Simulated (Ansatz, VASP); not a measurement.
**One calculation of ZnSe, two programs**

File INCAR:

```
SYSTEM = ZnSe
PREC     = Accurate       ! precision mode
ENCUT    = 520            ! plane-wave cutoff, eV
EDIFF    = 1E-7           ! SCF threshold, eV
ISMEAR   = -1             ! smearing method
SIGMA    = 0.03           ! smearing width, eV
LREAL    = .False.        ! projectors in reciprocal space
LASPH    = .True.         ! aspherical terms in the spheres
NELM     = 60             ! most SCF steps
ALGO     = Normal         ! electronic algorithm
ISIF     = 2              ! what is computed and relaxed
LWAVE    = .False.        ! write WAVECAR
LCHARG   = .False.        ! write CHGCAR
GGA      = PE             ! functional
NBANDS   = 16             ! bands
```

File KPOINTS:

```
Automatic mesh
0
Gamma
  8 8 8
  0 0 0
```

File POSCAR:

```
ZnSe
1.0
    0.0000000000      2.8338000000      2.9188140000
    2.8338000000      0.0000000000      2.9188140000
    2.8338000000      2.8338000000      0.0000000000
Zn Se
1 1
Direct
    0.0000000000      0.0000000000      0.0000000000
    0.7500000000      0.7500000000      0.7500000000
```

Input for Ansatz:

```yaml
crystal:
  lattice:
    - [0.0, 2.8338, 2.918814]
    - [2.8338, 0.0, 2.918814]
    - [2.8338, 2.8338, 0.0]
  atoms:
    - { symbol: Zn, position: [0.0, 0.0, 0.0] }
    - { symbol: Se, position: [0.75, 0.75, 0.75] }
kpoints:
  mp_grid: { grid: [8, 8, 8] }
  band_path:
    path:
      - [0.0, 0.0, 0.0]
      - [0.5, 0.0, 0.5]
      - [0.75, 0.25, 0.5]
      - [0.5, 0.5, 0.5]
      - [0.0, 0.0, 0.0]
      - [0.5, 0.5, 0.0]
      - [0.6321755114, 0.6321755114, 0.2643510227]
      - [0.3678244886, 0.3678244886, 0.7356489773]
      - [0.0, 0.0, 0.0]
    npoints: 5
scf:
  occupations: { method: fermi_dirac, width: 0.03 }
hamiltonian:
  xc: pbe
  pseudopotentials: { kind: all_electron, lapw: { basis_error: 0.001 } }
output:
  forces: true
  stress: true
  eigenvalues: true
```

Change from the starting cell: zz strain of +3 %.

Alike in both runs: task single point; functional PBE; k mesh 8 × 8 × 8; occupations fermi-dirac, width 0.03 eV; no spin polarisation.

```csv
,VASP,Ansatz
version,VASP 6.6.1,Ansatz 0.2.0
potentials or method,"VASP PAW PBE potentials, release 64 (Zn, Se)","all-electron LAPW, scalar-relativistic"
plane-wave cutoff (eV),520,see its input
```

```csv
,VASP,Ansatz,Ansatz less VASP
gap on the k mesh at the Fermi level (eV),1.13,1.13,+0.001
pressure (GPa),0.5,0.3,-0.20
largest component of the traceless stress (GPa),0.71,0.72,+0.005
```

Ansatz ran all-electron here, so the differences hold the error of VASP's frozen core and of both bases.
